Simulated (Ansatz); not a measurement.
The system is MnS.

```
Mn S
1.0
    -1.83000   -1.05655    5.94184
     1.83000   -1.05655    5.94184
     0.00000    2.11310    5.94184
Mn S
2 2
Direct
  0.00000 0.00000 0.00000
  0.50000 0.50000 0.50000
  0.25000 0.25000 0.25000
  0.75000 0.75000 0.75000
```

The cell is a database's computed one.

The cell isn't the ideal one: another cell of the same crystal, with 4 atoms.

Base run:

| Item | Value |
| --- | --- |
| Program | Ansatz 0.2.0 |
| Functional | PBEsol |
| Potentials or basis | Ansatz PAW |
| Cutoff | 420 eV |
| Density cutoff | 1680 eV |
| k mesh | 9 × 9 × 9 |
| Occupations | fermi-dirac, width 0.05 eV |
| Spin | collinear spin, antiferromagnetic start |
| Starting moments | [4.0, -4.0, 0.0, 0.0] μB |
| Hubbard terms | Mn d U = 3 eV |

Its results: band gap on the k mesh 2.08 eV; pressure 0.0 GPa; net moment 0.00 μB per cell; site moments Mn +4.33, -4.33; S -0.00 μB.

Q: The run is repeated on the same cell with these changes: hubbard terms from Mn d U = 3 eV to none; hubbard projectors from ortho-atomic (the default) to none. What comes out?

A: Band gap on the k mesh 0.72 eV; pressure -5.8 GPa; net moment 0.00 μB per cell; site moments Mn +4.10, -4.10; S -0.00 μB.

The U term pushes filled and empty states of the shell apart.

Caveats: odd divisions of the mesh miss points on the zone boundary, where band edges often lie, so the gap on the mesh can be too wide; the PAW data sets come from PBE, with cores solved anew for the run's functional, which leaves a small shift of forces and pressure; the magnetic or orbital state may not be the lowest (some runs).

A k mesh can miss the band edges.

Not every run made on this cell is shown here.
